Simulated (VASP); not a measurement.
Set up this calculation in VASP 6.6.1, as the native input.

* Task: relaxation of cell and atoms
* Functional: PBE
* Potentials or basis: VASP PAW PBE potentials, release 64 (Nb_pv, Sn)
* Cutoff: 300 eV
* k mesh: 4 × 4 × 4
* Occupations: methfessel-paxton, width 0.1 eV
* Spin: no spin polarisation
* Further INCAR settings: ALGO = Normal; EDIFF = 1e-07; IBRION = 2; EDIFFG = -0.005; NSW = 90; ISIF = 3

The structure of Nb3Sn lies in POSCAR:

```
Nb3Sn                                   
1.0
    5.3253575757      0.0000000000     -0.0000000000
   -0.0000000000      5.3253575757     -0.0000000000
   -0.0000000000     -0.0000000000      5.3253575757
  Nb              Sn            
     6     2
Direct
     0.2500000000000000    0.0000000000000000    0.5000000000000000
     0.5000000000000000    0.7500000000000000    0.0000000000000000
     0.7500000000000000    0.0000000000000000    0.5000000000000000
     0.5000000000000000    0.2500000000000000    0.0000000000000000
     0.0000000000000000    0.5000000000000000    0.7500000000000000
     0.0000000000000000    0.5000000000000000    0.2500000000000000
     0.0000000000000000    0.0000000000000000    0.0000000000000000
     0.5000000000000000    0.5000000000000000    0.5000000000000000
```

One way to write it, as run:

INCAR

```
PREC = Accurate ; ENCUT = 300
EDIFF = 1E-7 ; ISMEAR = 1
SIGMA = 0.1 ; LREAL = F
LASPH = T ; NELM = 80
ALGO = Normal ; ISIF = 3
LWAVE = F ; LCHARG = F
GGA = PE ; IBRION = 2
NSW = 90 ; EDIFFG = -0.005
KPAR = 2
```

KPOINTS

```
Automatic mesh
0
Gamma
  4 4 4
```

Potentials or basis: VASP PAW PBE potentials, release 64 (Nb_pv, Sn).

Launch:

```console
$ cat potpaw_PBE.64/Nb_pv/POTCAR potpaw_PBE.64/Sn/POTCAR > POTCAR
$ mpirun -np 2 vasp_std > vasp.out
```

Results of the run:

The pressure after relaxing is 0.0 GPa and the band gap on the k mesh is none (metal or under the smearing width).

Caveat: the relaxation stopped at its first step, so nothing moved.

Wall time 22 s on 2 MPI ranks on AMD EPYC 7R13 Processor (Zen 3) (shared host), peak memory 0.15 GiB a rank.
